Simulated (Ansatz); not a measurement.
All-electron LAPW in Ansatz 0.2.0 under PBE, scalar-relativistic, energies extrapolated to zero smearing. Slabs are 1×1 cells cut from bulk crystals relaxed on PAW files, with atoms then relaxed, 16 to 20 Å of vacuum, a dipole correction, k spacings of 0.16 to 0.26 Å⁻¹ and smearing of 0.02 to 0.1 eV, without spin–orbit coupling or spin polarisation. The bulk type named needn't be the stable one, and no reconstruction is allowed.

```json
{"slab": "diamond Sn (111), 4 layers", "area (Å²)": "19.18", "γ (J/m²)": "0.53", "Φ (eV)": "4.30", "Δd12 (%)": "-3.0"}
{"slab": "diamond Sn (110), 3 layers", "area (Å²)": "31.33", "γ (J/m²)": "0.66", "Φ (eV)": "4.21", "Δd12 (%)": "-1.4"}
{"slab": "diamond Sn (110), 2 layers", "area (Å²)": "31.33", "γ (J/m²)": "?", "Φ (eV)": "–", "Δd12 (%)": "-4.5"}
{"slab": "diamond Sn (111), 6 layers", "area (Å²)": "19.18", "γ (J/m²)": "?", "Φ (eV)": "4.26", "Δd12 (%)": "-1.8"}
```

Problem. Fill in "γ (J/m²)" for the row "diamond Sn (110), 2 layers".

Solution. 0.56.

Problem. Fill in "γ (J/m²)" for the row "diamond Sn (111), 6 layers".

Solution. 0.60.
